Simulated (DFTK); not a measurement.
## Be2C under changes of volume

One of the cells (6.765 Å³/atom); the others are scaled copies at fixed shape and fractional positions:

```
C Be
1.0
     0.00000    2.16500    2.16500
     2.16500    0.00000    2.16500
     2.16500    2.16500    0.00000
C Be
1 2
Direct
  0.00000 0.00000 0.00000
  0.75000 0.75000 0.75000
  0.25000 0.25000 0.25000
```

* Program: DFTK 0.8.2
* Functional: PBE
* Potentials or basis: dojo.nc.sr.pbe.v0_4_1.standard.upf (PBE)
* Cutoff: 1197 eV
* k mesh: 11 × 11 × 11
* Occupations: fermi-dirac, width 0.05 eV
* Spin: no spin polarisation

```csv
volume (Å³/atom),energy over the lowest point (meV/atom),pressure (GPa),gap on the mesh (eV)
6.359,18.81,14.8,1.30
6.495,8.52,9.6,1.29
6.630,2.36,4.9,1.28
6.765,0.00,0.6,1.27
6.901,1.10,-3.3,1.26
7.036,?,?,?
7.171,12.51,-10.1,1.24
```

What does the run at 7.036 Å³/atom give?

Energy over the lowest point 5.36 meV/atom; pressure -6.9 GPa; gap on the mesh 1.25 eV.

Worked out: A Birch-Murnaghan fit of order 3 (a polynomial in V^(-2/3)) to the other rows has its minimum at 6.79 Å³/atom with B0 = V·E''(V) = 202 GPa and B' = 3.3. It gives 5.35 meV/atom at 7.036 Å³/atom, against the run's 5.36, and -dE/dV = -6.8 GPa, against -6.9. A straight line through the other rows of the gap, of slope -0.499 eV per unit of ln V, gives 1.25 eV, against the run's 1.25.

Energies are extrapolated to zero smearing.

Caveats: an odd mesh through Γ misses points on the zone boundary, where band edges often lie.
